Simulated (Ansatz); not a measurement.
# BN: the cost of one run

Computed with Ansatz 0.2.0 (DFT r2SCAN, scalar-relativistic, plane waves, PAW, unless a step's input says otherwise).

1 further run of the same task is left out (it didn't finish).

### Step 1. The system as given

The structure is hexagonal, space group P6_3mc (No. 186). Conventional cell: a = 2.544 Å, b = 2.544 Å, c = 4.208 Å, α = 90.00°, β = 90.00°, γ = 120.00°. B (site symmetry 3m) is surrounded by 4 N at 1.56 to 1.58 Å. N (site symmetry 3m) is surrounded by 4 B at 1.56 to 1.58 Å.

Coordinates:

```cif
data_structure
_symmetry_space_group_name_H-M 'P 1'
_symmetry_Int_Tables_number 1
_cell_length_a 2.5440
_cell_length_b 2.5440
_cell_length_c 4.2077
_cell_angle_alpha 90.000
_cell_angle_beta 90.000
_cell_angle_gamma 120.000
_cell_volume 23.58
loop_
_atom_site_label
_atom_site_type_symbol
_atom_site_fract_x
_atom_site_fract_y
_atom_site_fract_z
_atom_site_occupancy
B1 B 0.66667 0.33333 0.99980 1
B2 B 0.33333 0.66667 0.49980 1
N1 N 0.66667 0.33333 0.62520 1
N2 N 0.33333 0.66667 0.12520 1
```

It goes back to an entry of the Materials Project, which need not be the stable form.

This cell was relaxed beforehand with the same method: volume 5.90 Å³/atom, gap on the mesh 5.75 eV.

### Step 2. Zero of energy

The reference gives a free energy of -1087.9362 eV, pressure 0.00 GPa, largest force 0.000 eV/Å and gap on the mesh 5.75 eV. It was computed beforehand with the settings of the runs below.

### Step 3. Next: moving one atom along a line

Atom 1 (B) is moved by x along the Cartesian unit vector (0.707, 0.707, 0.000); the cell and all other atoms stay fixed. Forces below are components along that vector, summed over the moved atoms. In a periodic cell its images move with it.

### Step 4. Point x = -0.300 Å

The input, input.yaml:

```yaml
crystal:
  lattice:
    - [2.5439665232, 0.0, 0.0]
    - [-1.2719832616, 2.2031396355, 0.0]
    - [0.0, 0.0, 4.2077449317]
  atoms:
    - { symbol: B, position: [0.5351372151, 0.2370470921, 0.9997995909] }
    - { symbol: B, position: [0.3333333333, 0.6666666667, 0.4997995909] }
    - { symbol: "N", position: [0.6666666667, 0.3333333333, 0.6252004091] }
    - { symbol: "N", position: [0.3333333333, 0.6666666667, 0.1252004091] }
basis:
  ecutwfc: 500
kpoints:
  mp_grid: { grid: [12, 12, 6] }
hamiltonian:
  xc: r2scan
scf:
  occupations: { method: gaussian, width: 0.05 }
output:
  forces: true
  stress: true
  eigenvalues: true
```

Launch:

```sh
$ ansatz run input.yaml --threads 1 --pin off --max-ram 2560MiB --backend cpu --events-out ev --progress --plain --runs-dir out
```

What time and memory should one allow on 1 thread of Arm Neoverse V2, shared host?

About 28 s, with a peak of 0.5 GiB.
